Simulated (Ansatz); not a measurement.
# HfO2 (Pca2_1) in Ansatz: single point with PBE

Aim: the single point of HfO2 with PBE.

All numbers are computed with Ansatz 0.2.0; they aren't measurements. Logs are shortened: lines on timing, memory, paths and dates and some standing lists are left out, and cuts for length are marked.

## 1. Starting point

Symmetry: Pca2_1, No. 29, orthorhombic system. The conventional cell has a = 5.219 Å, b = 5.005 Å, c = 5.033 Å, α = 90.00°, β = 90.00°, γ = 90.00°. Around Hf (site symmetry 1) lie 7 O at 2.02 to 2.23 Å. O (site symmetry 1) has 3 Hf at 2.02 to 2.13 Å as nearest neighbours. O (site symmetry 1) is surrounded by 4 Hf at 2.11 to 2.23 Å.

Measurements of this composition are mostly on another form, of space group No. 14.

## 2. Single point, PBE

Contents of input.yaml:

```yaml
crystal:
  lattice:
    - [5.21946336, 0.0, 0.0]
    - [0.0, 5.00476369, 0.0]
    - [0.0, 0.0, 5.03268505]
  atoms:
    - { symbol: Hf, position: [0.966994, 0.73252082, 0.74144035] }
    - { symbol: Hf, position: [0.533006, 0.73252082, 0.24144035] }
    - { symbol: Hf, position: [0.466994, 0.26747918, 0.74144035] }
    - { symbol: Hf, position: [0.033006, 0.26747918, 0.24144035] }
    - { symbol: O, position: [0.63212745, 0.9286454, 0.87926726] }
    - { symbol: O, position: [0.86787255, 0.9286454, 0.37926726] }
    - { symbol: O, position: [0.23394852, 0.53988305, 0.49229239] }
    - { symbol: O, position: [0.26605148, 0.53988305, 0.99229239] }
    - { symbol: O, position: [0.76605148, 0.46011695, 0.99229239] }
    - { symbol: O, position: [0.73394852, 0.46011695, 0.49229239] }
    - { symbol: O, position: [0.13212745, 0.0713546, 0.87926726] }
    - { symbol: O, position: [0.36787255, 0.0713546, 0.37926726] }
hamiltonian:
  xc: pbe
  pseudopotentials: { kind: paw }
kpoints:
  mp_grid: { grid: [5, 6, 5] }
scf:
  occupations: { method: fermi_dirac, width: 0.05 }
basis:
  ecutwfc: "250 eV"
output:
  forces: true
  stress: true
  eigenvalues: true
```

Potentials or basis: Ansatz PAW.

Launch:

```
ansatz run input.yaml --threads 2 --pin off --max-ram 5120MiB --backend cpu --events-out ev --progress --plain --runs-dir out
```

The program printed:

```text
Warning: basis.ecutwfc = 250 eV is below the records' recommended 420 eV, and the density's cutoff is lower with it unless basis.ecutrho_ratio is high enough to keep the records' density cutoff: compare with a run at a higher cutoff
Warning: RAYON_NUM_THREADS=2 ignored (pool sized by the plan → 2); use --threads N
Engine: ansatz 0.2.0, aarch64-unknown-linux-gnu
Pseudopotentials: kind: paw
Pseudopotential: Hf, paw, valence charge 26, recommended cutoff 420 eV (normal), Hf.paw.azcp
Pseudopotential: O, paw, valence charge 6, recommended cutoff 420 eV (normal), O.paw.azcp
Functional definition: PBE
  parameter kappa = 0.804
  parameter beta = 0.06672455060314922
  exchange = pbe_x(kappa = kappa, mu = beta*pi^2/3)
  correlation = pbe_c(beta = beta)
Crystal: 12 atoms, lattice volume = 131.465 Å³
Basis set: ecut = 250 eV, 1189 PW (Γ), exchange–correlation on 54×54×54 points (8 copies of the dense FFT grid, shifted against one another)
Bands: 92, of which v1, the nominal top of the filled ones, is band 76 counted from 1 (75 counted from 0)
Symmetry: 4 space group operations
Space group: Pca21 (ITA 29), of the structure as read, at distance tolerance 5.1e-5 Å
k-points: 36 of 150 (time reversal used)
Non-local potential: Hf, projectors of the file, l = 0: 3, l = 1: 2, l = 2: 2, l = 3: 3
Non-local potential: O, projectors of the file, l = 0: 2, l = 1: 2, l = 2: 1
PAW form: soft (Blöchl's): semilocal exchange-correlation on the pseudo side does not see the compensation charge
PAW one-centre angular grid: Hf, 590 points (default); XC on 64 Gauss nodes
PAW one-centre angular grid: O, 110 points (default); XC on 64 Gauss nodes
Initial density: superposition of atomic densities (neutral atoms: chi_scale 0, normalization atom), corrected by the library's trained network
Initial wavefunctions: pseudopotential atomic-orbital guess
Functional: x = pbe(κ = 0.804, μ = 0.2195149727645171), c = pbe(β = 0.06672455060314922)
SCF iter   1: F=—  HF=-67429.604474 eV  |F-HF|=—  |Δ(HF+E_count)|=         —  Δρ=5.85e-2  dr2=1.47e0  ethr=1.77e-3  ⟨swp⟩=4.1  Hψ=9784  notcnv=0  defer=95
preconditioner: auto → Resta (q_TF=auto, 2.795 Å⁻¹)  ε∞=5.5  [insulator: Δε(μ)=4.209 eV  Ē_g=18.266 eV  σ=0.050 eV  W_gap=1.00  n_scr=52 (ndim 8)  ℏωp=38.9 eV  f_vac=0.037  D(μ)=0.00/eV (n_scr^D=0)  ε∞_Penn≈5.5]
SCF iter   2: F=—  HF=-67428.300908 eV  |F-HF|=—  |Δ(HF+E_count)|=    1.30e0  Δρ=2.02e-2  dr2=1.04e-1  ethr=9.70e-4  ⟨swp⟩=2.0  Hψ=6780  notcnv=0  defer=348
SCF iter   3: F=—  HF=-67428.263206 eV  |F-HF|=—  |Δ(HF+E_count)|=   3.77e-2  Δρ=8.37e-3  dr2=3.29e-2  ethr=6.82e-5  ⟨swp⟩=2.0  Hψ=5928  notcnv=0  defer=204
automatic band count: iteration 3 solves 88 bands in place of 92: the levels show a gap, and the empty bands left out lie too high to hold charge; the band table lists the bands solved (type scf.n_extra_bands for more)
SCF iter   4: F=—  HF=-67428.262487 eV  |F-HF|=—  |Δ(HF+E_count)|=   7.20e-4  Δρ=2.11e-3  dr2=4.28e-3  ethr=2.16e-5  ⟨swp⟩=2.0  Hψ=3828  notcnv=0  defer=204
SCF iter   5: F=—  HF=-67428.261090 eV  |F-HF|=—  |Δ(HF+E_count)|=   1.40e-3  Δρ=2.91e-4  dr2=7.77e-5  ethr=2.81e-6  ⟨swp⟩=2.0  Hψ=5700  notcnv=0  defer=204
SCF iter   6: F=—  HF=-67428.261112 eV  |F-HF|=—  |Δ(HF+E_count)|=   2.19e-5  Δρ=1.02e-4  dr2=1.13e-5  ethr=5.11e-8  ⟨swp⟩=2.0  Hψ=5723  notcnv=0  defer=204
SCF iter   7: F=—  HF=-67428.261112 eV  |F-HF|=—  |Δ(HF+E_count)|=   1.27e-7  Δρ=4.82e-5  dr2=2.53e-6  ethr=7.42e-9  ⟨swp⟩=2.0  Hψ=5700  notcnv=0  defer=204
SCF iter   8: F=—  HF=-67428.261112 eV  |F-HF|=—  |Δ(HF+E_count)|=   3.25e-7  Δρ=1.33e-5  dr2=2.46e-7  ethr=1.66e-9  ⟨swp⟩=2.0  Hψ=5124  notcnv=0  defer=204
SCF iter   9: F=-67428.261112 eV  HF=-67428.261112 eV  |F-HF|=1.47e-8  |Δ(HF+E_count)|=   1.73e-7  Δρ=3.02e-6  dr2=1.48e-8  ethr=6.58e-11  ⟨swp⟩=8.9  Hψ=10877  notcnv=0
SCF 1 converged in 9 iterations: F = -67428.261112 eV  dr2 = 1.48e-8
SCF converged after 9 iterations
Free energy (F): -67428.261112 eV
Harris-Foulkes:  -67428.261112 eV  (|F-HF|=1.47e-8)
Internal energy: -67428.261112 eV  (E = F + TS)
E sigma→0 (E₀):  -67428.261112 eV
Fermi energy:    17.393911 eV
--- Per-component energies (eV) ---
  E_band       = 31.325183
  E_kinetic    = 3167.894994
  E_local      = -23355.581016  (includes V_loc(G=0)·N_el)
  E_nonlocal   = -4508.090878
  E_hartree    = 10724.377084
  E_xc         = -1813.842891
  E_vxc        = -1848.352865  (∫ρ·V_xc dr)
  E_paw        = -29093.531467  (= ΣΔE_a)
  E_vpaw       = 5126.597658  (= ΣTr[D̂ρ^β])
  E_aug_tail   = 0.107298  (compensation charges beyond the density's cutoff)
  E_ewald      = -22549.594236
  E_smearing   = -0.000000  (= −TS)
  E_closure    = -0.000000  (closes the sum)
  Σ components = -67428.261112   (vs F -67428.261112, Δ=0.00e0)
--- Forces (eV/Å), atoms counted from 1 ---
  atom   1  Hf    -0.04930656    -0.27840855     0.02299296
  atom   2  Hf     0.04930656    -0.27840855     0.02299296
  atom   3  Hf    -0.04930656     0.27840855     0.02299296
  atom   4  Hf     0.04930656     0.27840855     0.02299296
  atom   5  O      0.03209051    -0.08091960     0.10347751
  atom   6  O     -0.03209051    -0.08091960     0.10347751
  atom   7  O      0.11248851     0.20135126    -0.12649565
  atom   8  O     -0.11248851     0.20135126    -0.12649565
  atom   9  O     -0.11248851    -0.20135126    -0.12649565
  atom  10  O      0.11248851    -0.20135126    -0.12649565
  atom  11  O      0.03209051     0.08091960     0.10347751
  atom  12  O     -0.03209051     0.08091960     0.10347751
  max |Σ_I F_I| component: 1.01e-4 eV/Å
--- Stress (GPa, compression-positive) ---
        9.168439       0.000000       0.000000
        0.000000      10.782844       0.000000
        0.000000       0.000000       8.798474
  P = ⅓ Tr σ = 9.5833 GPa (95.833 kbar)
--- Band table (eV; the first three rows and the last of 36) ---
  k-point 0: bands = ["-45.7241", "-45.7043", "-45.7039", "-45.7023", "-14.5769", "-14.5496", "-14.5474", "-14.2818", "-14.2385", "-14.2212", "-14.2083", "-14.2030", "-14.1891", "-14.0820", "-14.0723", "-14.0714", "-3.3552", "-1.9826", "-1.7812", "-1.7692", "-1.2826", "-1.1897", "-1.1509", "-1.0551", "2.8361", "2.8425", "2.8446", "2.8490", "2.8522", "2.8526", "2.8537", "2.8538", "2.8551", "2.8552", "2.8590", "2.8591", "2.8603", "2.8640", "2.8693", "2.8698", "2.8746", "2.8781", "2.8847", "2.8854", "2.8856", "2.8864", "2.8883", "2.8892", "2.9188", "2.9343", "2.9368", "3.0420", "9.5842", "9.6654", "9.8381", "10.5045", "10.6314", "10.6937", "11.9894", "12.0985", "12.1015", "12.1103", "12.6982", "12.8950", "13.0974", "13.1897", "13.3216", "13.4982", "13.7456", "13.9333", "14.0681", "14.2805", "14.5265", "15.0309", "15.1695", "15.1741", "20.1637", "20.4034", "20.5126", "20.9531", "21.0426", "21.1464", "21.2070", "21.3071", "21.6115", "22.0115", "22.5968", "22.6177"]
  k-point 1: bands = ["-45.7223", "-45.7043", "-45.7040", "-45.7039", "-14.5385", "-14.5296", "-14.5178", "-14.3180", "-14.2349", "-14.2304", "-14.2222", "-14.2022", "-14.1664", "-14.1121", "-14.0959", "-14.0873", "-3.1866", "-1.9577", "-1.8272", "-1.7984", "-1.3683", "-1.1832", "-1.1496", "-1.1033", "2.8420", "2.8432", "2.8443", "2.8463", "2.8509", "2.8526", "2.8538", "2.8539", "2.8589", "2.8613", "2.8638", "2.8649", "2.8663", "2.8679", "2.8721", "2.8755", "2.8768", "2.8775", "2.8779", "2.8810", "2.8823", "2.8923", "2.8930", "2.8960", "2.9189", "2.9312", "2.9361", "3.0161", "9.7485", "9.7886", "10.0113", "10.5615", "10.7752", "11.0139", "11.6813", "11.7435", "12.0090", "12.2319", "12.4049", "12.9519", "13.0279", "13.1234", "13.2295", "13.7107", "13.7561", "14.0059", "14.1568", "14.1836", "14.2715", "14.9512", "15.0787", "15.0924", "20.0358", "20.3997", "20.4465", "20.8925", "21.0457", "21.2229", "21.2684", "21.4163", "21.8683", "22.2644", "22.6468", "22.7236"]
  k-point 2: bands = ["-45.7168", "-45.7100", "-45.7042", "-45.7042", "-14.4748", "-14.4451", "-14.4427", "-14.3988", "-14.3063", "-14.2696", "-14.2178", "-14.2125", "-14.1487", "-14.1375", "-14.1207", "-14.1121", "-2.7441", "-2.1943", "-1.8996", "-1.8402", "-1.3604", "-1.2271", "-1.1687", "-1.1543", "2.8428", "2.8442", "2.8442", "2.8460", "2.8467", "2.8491", "2.8496", "2.8517", "2.8539", "2.8552", "2.8597", "2.8609", "2.8659", "2.8676", "2.8742", "2.8746", "2.8789", "2.8795", "2.8824", "2.8837", "2.8872", "2.8929", "2.8958", "2.9004", "2.9267", "2.9276", "2.9495", "2.9838", "9.8901", "10.1822", "10.5811", "10.8425", "11.0955", "11.2248", "11.3035", "11.4111", "11.6368", "12.2577", "12.2947", "12.5178", "12.9096", "13.1308", "13.2835", "13.2952", "13.3085", "13.6954", "14.2261", "14.2952", "14.7155", "14.8759", "14.8849", "14.9081", "19.8407", "20.0197", "20.4504", "20.6168", "21.2903", "21.3210", "21.3285", "21.4409", "22.6167", "22.6833", "22.6891", "22.7411"]
  k-point 35: bands = ["-45.7107", "-45.7091", "-45.7073", "-45.7066", "-14.5512", "-14.5440", "-14.5227", "-14.5165", "-14.1826", "-14.1690", "-14.1501", "-14.1416", "-14.1257", "-14.1228", "-14.1142", "-14.1040", "-2.3642", "-2.2360", "-2.1646", "-2.1318", "-1.2439", "-1.1768", "-1.1766", "-1.1126", "2.8448", "2.8467", "2.8512", "2.8516", "2.8577", "2.8586", "2.8600", "2.8614", "2.8644", "2.8658", "2.8676", "2.8688", "2.8703", "2.8718", "2.8769", "2.8775", "2.8809", "2.8843", "2.8875", "2.8894", "2.8925", "2.8936", "2.8943", "2.8973", "2.9435", "2.9440", "2.9516", "2.9522", "10.5706", "10.7764", "10.8932", "10.9880", "11.1331", "11.1336", "11.2496", "11.5150", "12.0934", "12.2615", "12.4764", "12.5213", "12.9601", "12.9974", "13.0933", "13.3284", "13.6392", "13.7044", "13.7638", "13.9446", "14.1638", "14.3938", "14.4636", "14.6174", "19.7052", "19.8804", "19.9829", "20.2333", "20.9586", "21.0540", "21.3186", "21.4187", "21.9766", "22.2868", "22.2929", "22.6308"]
```

Run time: 14 s. Hardware: 2 threads of Arm Neoverse V1, shared host; peak memory 0.44 GiB.

What came out:

```
Free energy            : -67428.2611 eV
Pressure               : 9.6 GPa
Largest force          : 0.284 eV/Å
Band gap on the k mesh : 4.48 eV, indirect (least direct gap 4.63 eV)
```

Forces on the atoms (eV/Å):
```
Hf  -0.049 -0.278  0.023
Hf   0.049 -0.278  0.023
Hf  -0.049  0.278  0.023
Hf   0.049  0.278  0.023
O    0.032 -0.081  0.103
O   -0.032 -0.081  0.103
O    0.112  0.201 -0.126
O   -0.112  0.201 -0.126
O   -0.112 -0.201 -0.126
O    0.112 -0.201 -0.126
O    0.032  0.081  0.103
O   -0.032  0.081  0.103
```

Stress tensor (GPa, compression positive):
```
 9.17  0.00  0.00
 0.00 10.78  0.00
 0.00  0.00  8.80
```

Levels at points of the mesh, in eV from the valence-band top:
| k point | band 73 | band 74 | band 75 | band 76 | band 77 | band 78 | band 79 | band 80 |
| --- | --- | --- | --- | --- | --- | --- | --- | --- |
| (0.00, 0.00, 0.00) | -0.65 | -0.14 | 0.00 | 0.00 | 4.99 | 5.23 | 5.34 | 5.78 |
| (0.00, -0.50, 0.00) | -0.74 | -0.39 | -0.17 | -0.07 | 4.55 | 4.94 | 5.01 | 5.65 |

Caveat: odd divisions of the mesh miss points on the zone boundary, where band edges often lie, so the gap on the mesh can be too wide; the pressure holds a Pulay correction of +108.8 GPa for the finite cutoff; spin-orbit coupling is left out, which moves the levels of the heavy elements; the cutoff lies under the one recommended for these potentials. As with any semilocal functional, this PBE gap is likely too small.
